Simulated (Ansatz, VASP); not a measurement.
Be3S2: VASP beside Ansatz

File INCAR:

```
SYSTEM = Be3S2
PREC = Accurate
ENCUT = 520
EDIFF = 1E-6
ISMEAR = 0
SIGMA = 0.1
LREAL = .False.
LASPH = .True.
NELM = 60
ALGO = Normal
ISIF = 2
LWAVE = .False.
LCHARG = .False.
GGA = PE
NBANDS = 17
```

Contents of KPOINTS:

```
regular mesh
0
Gamma
  6 6 6
  0 0 0
```

Contents of POSCAR:

```
Be3S2
1.0
    1.5998890915      0.9236963976      7.4162974919
   -1.5998890915      0.9236963976      7.4162974919
    0.0000000000     -1.8473927953      7.4162974919
Be S
3 2
Direct
    0.0000000000      0.0000000000      0.0000000000
    0.2095000000      0.2095000000      0.2095000000
    0.7905000000      0.7905000000      0.7905000000
    0.4000000000      0.4000000000      0.4000000000
    0.6000000000      0.6000000000      0.6000000000
```

Input for Ansatz:

```yaml
crystal:
  lattice:
    - [1.5998890915, 0.9236963976, 7.4162974919]
    - [-1.5998890915, 0.9236963976, 7.4162974919]
    - [0.0, -1.8473927953, 7.4162974919]
  atoms:
    - { symbol: Be, position: [0.0, 0.0, 0.0] }
    - { symbol: Be, position: [0.2095, 0.2095, 0.2095] }
    - { symbol: Be, position: [0.7905, 0.7905, 0.7905] }
    - { symbol: S, position: [0.4, 0.4, 0.4] }
    - { symbol: S, position: [0.6, 0.6, 0.6] }
basis:
  ecutwfc: 420
kpoints:
  mp_grid: { grid: [6, 6, 6] }
hamiltonian:
  xc: pbe
scf:
  occupations: { method: gaussian, width: 0.1 }
  lower_state_search: "off"
output:
  forces: true
  stress: true
  eigenvalues: true
```

Alike in both runs: task single point; functional PBE; k mesh 6 × 6 × 6; occupations gaussian, width 0.1 eV; no spin polarisation.

|  | VASP | Ansatz |
| --- | --- | --- |
| version | VASP 6.6.1 | Ansatz 0.2.0 |
| potentials or method | VASP PAW PBE potentials, release 64 (Be, S) | scalar-relativistic, plane waves, PAW |
| plane-wave cutoff (eV) | 520 | 420 |
| valence electrons in the cell | 18 | 18 |

Ansatz gave:

```
gap on the k mesh at the Fermi level (eV)       : 0.52
least direct gap on the mesh (eV)               : 0.68
pressure (GPa)                                  : -4.8
largest component of the traceless stress (GPa) : 7.20
rms of the force components (eV/Å)              : 0.178
```

Q: What did VASP give for the same quantities?

A: gap on the k mesh at the Fermi level (eV): 0.52; least direct gap on the mesh (eV): 0.68; pressure (GPa): -4.8; largest component of the traceless stress (GPa): 7.17; rms of the force components (eV/Å): 0.176.

Atom by atom the forces differ by 0.004 eV/Å (rms over components).

A k mesh can miss the band edges. Expect the measured gap to be larger: semilocal functionals such as PBE lack the derivative discontinuity.
